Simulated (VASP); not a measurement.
# Hf (Fm-3m) in VASP: further runs, part 2 of 2

VASP 6.6.1.

### Step 3. Relaxation of cell and atoms, LDA, target pressure 5 GPa, at which the enthalpy is minimised

INCAR

```
SYSTEM = Hf
ALGO = Fast
EDIFF = 1E-7
EDIFFG = -0.01
ENCUT = 600
GGA = CA
IBRION = 2
ISIF = 3
ISMEAR = -1
LASPH = .True.
LCHARG = .False.
LREAL = .False.
LWAVE = .False.
NELM = 80
NSW = 40
PREC = Accurate
PSTRESS = 50
SIGMA = 0.05
```

KPOINTS

```
k-points
0
Gamma
  10 10 10
  0 0 0
```

POSCAR

```
Hf
1.0
    0.0000000000      2.2200000000      2.2200000000
    2.2200000000      0.0000000000      2.2200000000
    2.2200000000      2.2200000000      0.0000000000
Hf
1
Direct
    0.0000000000      0.0000000000      0.0000000000
```

Potentials or basis: VASP PAW LDA potentials, release 64 (Hf_pv).

Command:

```sh
$ cat potpaw_LDA.64/Hf_pv/POTCAR > POTCAR
$ mpirun -np 1 vasp_std > vasp.out
```

OUTCAR:

```text
SYSTEM = Hf
   EDIFF = 1E-7
   EDIFFG = -0.01
   ENCUT = 600
   GGA = CA
   IBRION = 2
   ISIF = 3
   ISMEAR = -1
   LASPH = .True.
   LREAL = .False.
   NELM = 80
   NSW = 40
   PREC = Accurate
   PSTRESS = 50

 ion  position               nearest neighbor table
   1  0.000  0.000  0.000-

  LATTYP: Found a face centered cubic cell.
 ALAT       =     4.4400000000

  Lattice vectors:

 A1 = (   0.0000000000,   2.2200000000,   2.2200000000)
 A2 = (   2.2200000000,   0.0000000000,   2.2200000000)
 A3 = (   2.2200000000,   2.2200000000,   0.0000000000)

Analysis of symmetry for initial positions (statically):
=====================================================================
 Subroutine PRICEL returns:
 Original cell was already a primitive cell.

 Routine SETGRP: Setting up the symmetry group for a
 face centered cubic supercell.

 Subroutine GETGRP returns: Found 48 space group operations
 (whereof 48 operations were pure point group operations)
 out of a pool of 48 trial point group operations.

The static configuration has the point symmetry O_h .

Analysis of symmetry for dynamics (positions and initial velocities):
=====================================================================
 Subroutine PRICEL returns:
 Original cell was already a primitive cell.

 Routine SETGRP: Setting up the symmetry group for a
 face centered cubic supercell.

 Subroutine GETGRP returns: Found 48 space group operations
 (whereof 48 operations were pure point group operations)
 out of a pool of 48 trial point group operations.

The dynamic configuration has the point symmetry O_h .

 Subroutine INISYM returns: Found 48 space group operations
 (whereof 48 operations are pure point group operations),
 and found     1 'primitive' translations

----------------------------------------------------------------------------------------

                                     Primitive cell

  volume of cell :      21.8821

  direct lattice vectors                    reciprocal lattice vectors
     0.000000000  2.220000000  2.220000000    -0.225225225  0.225225225  0.225225225
     2.220000000  0.000000000  2.220000000     0.225225225 -0.225225225  0.225225225
     2.220000000  2.220000000  0.000000000     0.225225225  0.225225225 -0.225225225

  length of vectors
     3.139554108  3.139554108  3.139554108     0.390101533  0.390101533  0.390101533

  position of ions in fractional coordinates (direct lattice)
     0.000000000  0.000000000  0.000000000

  ion indices of the primitive-cell ions
   primitive index   ion index
                 1           1

----------------------------------------------------------------------------------------

 KPOINTS: k-points

Automatic generation of k-mesh.
 Grid dimensions read from file:
 generate k-points for:   10   10   10

 Generating k-lattice:

  Cartesian coordinates                     Fractional coordinates (reciprocal lattice)
    -0.022522523  0.022522523  0.022522523     0.100000000  0.000000000  0.000000000
     0.022522523 -0.022522523  0.022522523     0.000000000  0.100000000  0.000000000
     0.022522523  0.022522523 -0.022522523     0.000000000  0.000000000  0.100000000

  Length of vectors
[... 43 lines left out ...]
   NGX,Y,Z   is equivalent  to a cutoff of  14.83, 14.83, 14.83 a.u.
   NGXF,Y,Z  is equivalent  to a cutoff of  29.65, 29.65, 29.65 a.u.
 SYSTEM =  Hf
   PREC   = accura    normal or accurate (medium, high low for compatibility)
   ISTART =      0    job   : 0-new  1-cont  2-samecut
   ICHARG =      2    charge: 1-file 2-atom 10-const
   ISPIN  =      1    spin polarized calculation?
   LNONCOLLINEAR =      F non collinear calculations
   LSORBIT =      F    spin-orbit coupling
   LASPH  =      T    aspherical Exc in radial PAW
   ENCUT  =  600.0 eV  44.10 Ry    6.64 a.u.   6.27  6.27  6.27*2*pi/ulx,y,z
   NELM   =     80;   NELMIN=  2; NELMDL= -5     # of ELM steps
   EDIFF  = 0.1E-06   stopping-criterion for ELM
   LREAL  =      F    real-space projection
   EDIFFG = -.1E-01   stopping-criterion for IOM
   NSW    =     40    number of steps for IOM
   IBRION =      2    ionic relax: 0-MD 1-quasi-New 2-CG
   NFREE  =      1    steps in history (QN), initial steepest desc. (CG)
   ISIF   =      3    stress and relaxation
   ISYM   =      2    0-nonsym 1-usesym 2-fastsym
   POTIM  = 0.5000    time-step for ionic-motion
   TEBEG  =    0.0;   TEEND  =   0.0 temperature during run
   PSTRESS=   50.0 pullay stress
   NELECT =      10.0000    total number of electrons
   NUPDOWN=      -1.0000    fix difference up-down
   EMIN   =  10.00;   EMAX   =-10.00  energy-range for DOS
   EFERMI =   0.00;   METHOD = LEGACY
   ISMEAR =    -1;   SIGMA  =   0.05  broadening in eV -4-tet -1-fermi 0-gaus
   EFERMI_NEDOS =   21; number of points for ismear=-14 and -15
   IALGO  =     68    algorithm
   IMIX   =      4    mixing-type and parameters
     AMIX     =   0.40;   BMIX     =  1.00
     AMIX_MAG =   1.60;   BMIX_MAG =  1.00
  volume/ion in A,a.u.               =      21.88       147.67
  Fermi-wavevector in a.u.,A,eV,Ry     =   1.260991  2.382927 21.634588  1.590097
  Thomas-Fermi vector in A             =   2.394472
   LORBIT       =      0    0 simple, 1 ext, 2 COOP (PROOUT), +10 PAW based schemes
   GGA     = CA    functional components
   LHFCALC =     F    Hartree Fock is set to
   AEXX    =    0.0000 exact exchange contribution
   IVDW    =     0    specifies the selected vdW correction
   LEPSILON=     F    determine dielectric tensor
   LRPA    =     F    only Hartree local field effects (RPA)
 conjugate gradient relaxation of ions
 non-spin polarized calculation
 RMM-DIIS sequential band-by-band and
  energy-cutoff  :      600.00
  volume of cell :       21.88
 maximum number of plane-waves:       745
 NGX is ok and might be reduce to    28
   NGX = 13   NGY = 13   NGZ = 13

--------------------------------------- Ionic step        1  -------------------------------------------

 number of electron      10.0000000 magnetization

 Free energy of the ion-electron system (eV)
  ---------------------------------------------------
  ext. energy  EPLUGINS =         0.00000000
  ---------------------------------------------------
  free energy    TOTEN  =       -10.61926578 eV

  energy without entropy =      -10.60835492  energy(sigma->0) =      -10.61381035

------------------------ aborting loop because EDIFF is reached ----------------------------------------

  FORCE on cell =-STRESS in cart. coord.  units (eV):
  Direction    XX          YY          ZZ          XY          YZ          ZX
  --------------------------------------------------------------------------------------
  -------------------------------------------------------------------------------------
  Total       -0.7816812     -0.7816812     -0.7816812      0.0000000     -0.0000000     -0.0000000
  in kB      -57.2336366    -57.2336366    -57.2336366      0.0000000     -0.0000000     -0.0000000
  external PRESSURE =    -107.2336366 kB  Pullay stress =      50.0000000 kB
[... 98 lines left out ...]
--------------------------------------- Ionic step        4  -------------------------------------------

 number of electron      10.0000001 magnetization

 Free energy of the ion-electron system (eV)
  ---------------------------------------------------
  ext. energy  EPLUGINS =         0.00000000
  ---------------------------------------------------
  free energy    TOTEN  =       -10.62791452 eV

  energy without entropy =      -10.61595705  energy(sigma->0) =      -10.62193579

 E-fermi :   5.4466     XC(G=0): -11.9942

 val. band max:        5.3991363709   @ k =  -0.3000   0.3000   0.0000
 cond. band min:       5.4670712503   @ k =   0.3000   0.0000   0.0000
 fundamental gap:      0.0679348795
 Fermi energy:         5.4466154581

 k-point     1 :       0.0000    0.0000    0.0000
  band No.  band energies     occupation
      1     -24.0125      2.00000
      2     -24.0125      2.00000
      3     -24.0125      2.00000
      4      -2.0698      2.00000
      5       6.8055      0.00000
      6       6.8055      0.00000
      7       6.8055      0.00000
      8       9.9837      0.00000
      9       9.9837      0.00000
[... 265 lines left out ...]
 k-point    24 :       0.4000    0.3000    0.0000
  band No.  band energies     occupation
      1     -24.9352      2.00000
      2     -24.3831      2.00000
      3     -24.3432      2.00000
      4       1.9578      2.00000
      5       3.5831      2.00000
      6       6.5038      0.00000
      7       9.9105      0.00000
      8      11.1128      0.00000
      9      12.2987      0.00000

 [... further k-points ...]

------------------------ aborting loop because EDIFF is reached ----------------------------------------

  FORCE on cell =-STRESS in cart. coord.  units (eV):
  Direction    XX          YY          ZZ          XY          YZ          ZX
  --------------------------------------------------------------------------------------
  -------------------------------------------------------------------------------------
  Total        0.6178790      0.6178790      0.6178790      0.0000000     -0.0000000      0.0000000
  in kB       49.5292026     49.5292026     49.5292026      0.0000000     -0.0000000      0.0000000
  external PRESSURE =      -0.4707974 kB  Pullay stress =      50.0000000 kB
[... 20 lines left out ...]
  energy  without entropy=      -10.6159570539  energy(sigma->0) =      -10.62193579

  enthalpy is  TOTEN    =       -10.0041622992 eV   P V=        0.6237522169

 reached required accuracy - stopping structural energy minimisation
```

Wall time 94 s (1 thread of AMD EPYC 7R43 (Zen 3), shared host); peak memory 0.12 GiB.

What came out:

```
Free energy                                            : -10.6279 eV
Relaxed volume                                         : 19.99 Å³/atom
Relaxed cell                                           : a = 3.046 Å, b = 3.046 Å, c = 3.046 Å, α = 60.00°, β = 60.00°, γ = 60.00°
Space group after relaxing (to 0.05 Å)                 : Fm-3m (No. 225)
Energy change on relaxing (the enthalpy is what falls) : -8.6 meV/atom
Ionic steps                                            : 4
Pressure after relaxing                                : 5.0 GPa
Band gap on the k mesh                                 : none (metal or under the smearing width)
```

Step by step:
```
step  energy change (eV)  largest force (eV/Å)  pressure (GPa)  volume (Å³)
   1              0.0000                0.0000           -5.72        21.88
   2              0.2115                0.0000           25.92        17.56
   3             -0.0101                0.0000            4.65        20.04
   4             -0.0086                0.0000            4.95        19.99
```

Final structure:
```
CELL_PARAMETERS angstrom
0.00000 2.15398 2.15398
2.15398 0.00000 2.15398
2.15398 2.15398 0.00000
ATOMIC_POSITIONS crystal
Hf 0.00000 0.00000 0.00000
```

Caveat: the cell is relaxed towards a set pressure, so the enthalpy falls and the energy may rise.

### Step 4. Relaxation of cell and atoms, LDA, target pressure 10 GPa, at which the enthalpy is minimised

Edit INCAR of step 3 so:

```diff
@@ -16,3 +16,3 @@
 PREC = Accurate
-PSTRESS = 50
+PSTRESS = 100
 SIGMA = 0.05
```

KPOINTS is that of step 3.

POSCAR is that of step 3.

Command:

```sh
$ cat potpaw_LDA.64/Hf_pv/POTCAR > POTCAR
$ mpirun -np 1 vasp_std > vasp.out
```

Run time: 2.1 min. Hardware: 1 thread of AMD EPYC 7R43 (Zen 3), shared host; peak memory 0.13 GiB.

It converged, with:

```
Free energy                                            : -10.5954 eV
Relaxed volume                                         : 19.28 Å³/atom
Relaxed cell                                           : a = 3.010 Å, b = 3.010 Å, c = 3.010 Å, α = 60.00°, β = 60.00°, γ = 60.00°
Space group after relaxing (to 0.05 Å)                 : Fm-3m (No. 225)
Energy change on relaxing (the enthalpy is what falls) : +23.8 meV/atom
Ionic steps                                            : 7
Pressure after relaxing                                : 10.0 GPa
Band gap on the k mesh                                 : none (metal or under the smearing width)
```

Step by step:
```csv
step,energy change (eV),largest force (eV/Å),pressure (GPa),volume (Å³)
1,0.0000,0.0000,-5.72,21.88
2,0.6365,0.0000,51.20,15.76
3,0.0159,0.0000,8.98,19.42
4,0.0227,0.0000,9.87,19.30
5,0.0258,0.0000,10.27,19.25
6,0.0209,0.0000,9.63,19.33
7,0.0238,0.0000,10.02,19.28
```

Final structure:
```yaml
crystal:
  lattice:
    - [0.00000, 2.12843, 2.12843]
    - [2.12843, 0.00000, 2.12843]
    - [2.12843, 2.12843, 0.00000]
  atoms:
    - { symbol: Hf, position: [0.00000, 0.00000, 0.00000] }
```

Levels at points of the mesh, in eV from the Fermi level:
| k point | band 2 | band 3 | band 4 | band 5 | band 6 | band 7 | band 8 | band 9 |
| --- | --- | --- | --- | --- | --- | --- | --- | --- |
| (0.00, 0.00, 0.00) | -29.34 | -29.34 | -7.63 | 1.36 | 1.36 | 1.36 | 4.68 | 4.68 |
| (0.50, 0.00, 0.00) | -29.51 | -29.51 | -4.10 | 1.07 | 1.07 | 1.33 | 7.30 | 7.30 |
| (0.50, 0.50, 0.00) | -29.81 | -29.81 | -3.95 | -2.76 | 3.59 | 7.30 | 8.09 | 8.09 |

Caveat: the cell is relaxed towards a set pressure, so the enthalpy falls and the energy may rise.

### Step 5. Overview

```csv
cell,target pressure,gap on the mesh (eV),pressure (GPa)
relaxed to 2 GPa,2 GPa,none,2.0
relaxed to 5 GPa,5 GPa,none,5.0
relaxed to 10 GPa,10 GPa,none,10.0
```

Alike in all rows: task relaxation of cell and atoms; level LDA; potentials or basis VASP PAW LDA potentials, release 64 (Hf_pv); no spin polarisation; k mesh 10 × 10 × 10; cutoff (eV) 600; smearing fermi-dirac 0.05 eV.

Caveats: the cell is relaxed towards a set pressure, so the enthalpy falls and the energy may rise.

Absolute energies hang on the potentials; compare differences alone.
